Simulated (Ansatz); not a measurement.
A (001) slab of relaxed bulk NbN (Fm-3m, 10.51 Å³/atom, gap on the mesh 0.00 eV), 3 planes in a 4×1 cell with the lowest 1 held; added atoms sit on lattice sites of the next plane. A dipole correction is on. The surface energy is the mean of the held and the free face; step energies are per length and the mean of the stripe's two steps, which run along the shortest translation of the plane; step and island energies count from the flat slab and bulk atoms.

All numbers below come from Ansatz, DFT PBEsol, scalar-relativistic, plane waves, PAW.

Plane waves to 420 eV, a k mesh through Γ of 3×12×1 on the computed 28-atom cell and Gaussian smearing (0.10 eV); no spin polarisation.

Start (stripe of 4 atoms):

```xyz
28
Lattice="12.3899 0.0000 0.0000 0.0000 3.0975 0.0000 0.0000 0.0000 18.5707" Properties=species:S:1:pos:R:3 pbc="T T T"
N     0.0000    0.0000    1.5000
N     1.5487    1.5487    3.6902
Nb    0.0000    0.0000    3.6902
Nb    1.5487    1.5487    1.5000
N     3.0975    0.0000    1.5000
N     4.6462    1.5487    3.6902
Nb    3.0975    0.0000    3.6902
Nb    4.6462    1.5487    1.5000
N     6.1950    0.0000    1.5000
N     7.7437    1.5487    3.6902
Nb    6.1950    0.0000    3.6902
Nb    7.7437    1.5487    1.5000
N     9.2924    0.0000    1.5000
N    10.8412    1.5487    3.6902
Nb    9.2924    0.0000    3.6902
Nb   10.8412    1.5487    1.5000
N     0.0000    0.0000    5.8805
Nb    1.5487    1.5487    5.8805
N     3.0975    0.0000    5.8805
Nb    4.6462    1.5487    5.8805
N     6.1950    0.0000    5.8805
Nb    7.7437    1.5487    5.8805
N     9.2924    0.0000    5.8805
Nb   10.8412    1.5487    5.8805
N     1.5487    1.5487    8.0707
Nb    0.0000    0.0000    8.0707
N     4.6462    1.5487    8.0707
Nb    3.0975    0.0000    8.0707
```

Problem. Relax it.

Solution. The free energy falls by 88 meV/atom.

| Quantity | Value |
| --- | --- |
| step energy (meV/Å) | 147 |
| gap on the mesh (eV) | 0 |

Relaxed structure:
```xyz
28
Lattice="12.3899 0.0000 0.0000 0.0000 3.0975 0.0000 0.0000 0.0000 18.5707" Properties=species:S:1:pos:R:3 pbc="T T T"
N     0.0000    0.0000    1.5000
N     1.5633    1.5487    3.6682
Nb    0.0289    0.0000    3.6187
Nb    1.5487    1.5487    1.5000
N     3.0975    0.0000    1.5000
N     4.6385    1.5487    3.6638
Nb    3.1166    0.0000    3.5996
Nb    4.6462    1.5487    1.5000
N     6.1950    0.0000    1.5000
N     7.7213    1.5487    3.6165
Nb    6.1414    0.0000    3.6250
Nb    7.7437    1.5487    1.5000
N     9.2924    0.0000    1.5000
N    10.8599    1.5487    3.6411
Nb    9.3114    0.0000    3.7052
Nb   10.8412    1.5487    1.5000
N    -0.0966    0.0000    5.8172
Nb    1.5014    1.5487    5.9188
N     3.1168    0.0000    5.8419
Nb    4.7996    1.5487    5.9853
N     6.2724    0.0000    5.9164
Nb    7.7972    1.5487    5.6977
N     9.2279    0.0000    6.0760
Nb   10.6745    1.5487    5.8066
N     1.4877    1.5487    8.2844
Nb    0.1608    0.0000    7.8094
N     4.3527    1.5487    7.8760
Nb    2.9616    0.0000    7.8708
```

Small energy differences in metals hang on the k mesh (about 10 mJ/m² or 1 to 2 meV/atom on the mesh of the relaxation).

It took 4.7 min on 4 threads of Intel(R) Xeon(R) 6975P-C (Granite Rapids), with other jobs on the host, peak memory 2.9 GiB.